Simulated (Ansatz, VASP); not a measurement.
## Sb in VASP and in Ansatz

```
CELL_PARAMETERS angstrom
4.58728 0.00000 0.00000
0.00000 4.47928 0.00000
-1.33790 0.00000 6.44810
ATOMIC_POSITIONS crystal
Sb 0.33993 0.25000 0.68367
Sb 0.93664 0.75000 0.76276
Sb 0.06336 0.25000 0.23724
Sb 0.66007 0.75000 0.31633
```

This isn't the form of Sb at room conditions, which is rhombohedral.

Alike in both runs: task single point; functional LDA; k mesh 6 × 6 × 4; occupations fermi-dirac, width 0.05 eV; no spin polarisation.

|  | VASP | Ansatz |
| --- | --- | --- |
| version | VASP 6.6.1 | Ansatz 0.2.0 |
| potentials or method | VASP PAW LDA potentials, release 64 (Sb) | Ansatz PAW |
| plane-wave cutoff (eV) | 520 | 420 |
| valence electrons in the cell | 20 | 60 |

Ansatz gave:

```
gap on the k mesh at the Fermi level (eV)       : none
pressure (GPa)                                  : -4.9
largest component of the traceless stress (GPa) : 0.74
rms of the force components (eV/Å)              : 0.233
```

Q: Estimate VASP's values.

A: gap on the k mesh at the Fermi level (eV): none; pressure (GPa): -4.8; largest component of the traceless stress (GPa): 0.73; rms of the force components (eV/Å): 0.206.

Atom by atom the forces differ by 0.027 eV/Å (rms over components). A gap of «none» marks a metal or a gap that the smearing closes. The two sets of potentials don't hold the same shells in valence.

Caveats: the PAW data sets come from PBE, with cores solved anew for the run's functional, which leaves a small shift of forces and pressure (Ansatz). Spin-orbit coupling is left out, which matters for the levels of Sb.
